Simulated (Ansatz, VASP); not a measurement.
Two plane-wave programs on ZnSe

Contents of INCAR:

```
PREC = Accurate ; ENCUT = 600
EDIFF = 1E-7 ; ISMEAR = 0
SIGMA = 0.01 ; LREAL = F
LASPH = T ; NELM = 100
ALGO = Normal ; ISIF = 3
LWAVE = F ; LCHARG = F
GGA = PS ; IBRION = 2
NSW = 80 ; EDIFFG = -0.001
```

KPOINTS

```
regular mesh
0
Gamma
  8 8 8
```

The input POSCAR:

```
ZnSe
1.0
    0.0000000000      2.8166002289      2.8166002289
    2.8166002289      0.0000000000      2.8166002289
    2.8166002289      2.8166002289      0.0000000000
Zn Se
1 1
Direct
    0.0000000000      0.0000000000      0.0000000000
    0.7500000000      0.7500000000      0.7500000000
```

Input for Ansatz:

```yaml
crystal:
  lattice:
    - [0.0, 2.8166002601, 2.8166002601]
    - [2.8166002601, 0.0, 2.8166002601]
    - [2.8166002601, 2.8166002601, 0.0]
  atoms:
    - { symbol: Zn, position: [0.0, 0.0, 0.0] }
    - { symbol: Se, position: [0.25, 0.25, 0.25] }
basis:
  ecutwfc: 420
kpoints:
  mp_grid: { grid: [8, 8, 8] }
hamiltonian:
  xc: pbesol
scf:
  occupations: { method: fixed }
output:
  forces: true
  stress: true
  eigenvalues: true
  write_density: true
  write_potential: true
  elf: true
  volumetric_format: npy
relax:
  adjacent_minimum: "off"
  f_tol: 0.001
  max_steps: 60
  cell: { stress_tol: 0.01 }
```

Alike in both runs: task relaxation of cell and atoms; functional PBEsol; k mesh 8 × 8 × 8; no spin polarisation.

|  | VASP | Ansatz |
| --- | --- | --- |
| version | VASP 6.6.1 | Ansatz 0.2.0 |
| potentials or method | VASP PAW PBE potentials, release 64 (Zn, Se) | scalar-relativistic, plane waves, PAW |
| plane-wave cutoff (eV) | 600 | 420 |
| occupations | gaussian, width 0.01 eV | fixed |
| valence electrons in the cell | 18 | 28 |

```tsv
	VASP	Ansatz	Ansatz less VASP
gap on the k mesh at the Fermi level, each at its own relaxed structure (eV)	1.23	1.24	+0.011
relaxed volume (Å³/atom)	22.43	22.34	-0.085
relaxed cell length with the largest relative difference (Å)	3.988	3.983	-0.0051
```

The two sets of potentials don't hold the same shells in valence.

Caveats: the PAW data sets were made with another functional, which shifts forces and pressure a little (VASP). Zero-point motion and thermal expansion aren't in these numbers.
